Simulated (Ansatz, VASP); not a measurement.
**One calculation of Pd, two programs**

```
CELL_PARAMETERS angstrom
0.00000 1.97112 1.97112
1.97112 0.00000 1.97112
1.97112 1.97112 0.00000
ATOMIC_POSITIONS crystal
Pd 0.00000 0.00000 0.00000
```

Alike in both runs: functional PBE; k mesh 18 × 18 × 18; occupations gaussian, width 0.1 eV; no spin polarisation.

Ansatz relaxed the structure, and its values are those at the end. VASP's run is a single point on that final structure, the one shown.

|  | VASP | Ansatz |
| --- | --- | --- |
| version | VASP 6.6.1 | Ansatz 0.2.0 |
| potentials or method | VASP PAW PBE potentials, release 64 (Pd) | scalar-relativistic, plane waves, PAW |
| plane-wave cutoff (eV) | 520 | 420 |
| valence electrons in the cell | 10 | 18 |

|  | VASP | Ansatz | Ansatz less VASP |
| --- | --- | --- | --- |
| gap on the k mesh at the Fermi level (eV) | none | none | - |
| pressure (GPa) | -0.3 | 0.0 | +0.29 |

A gap of «none» marks a metal or a gap that the smearing closes. The two sets of potentials don't hold the same shells in valence.
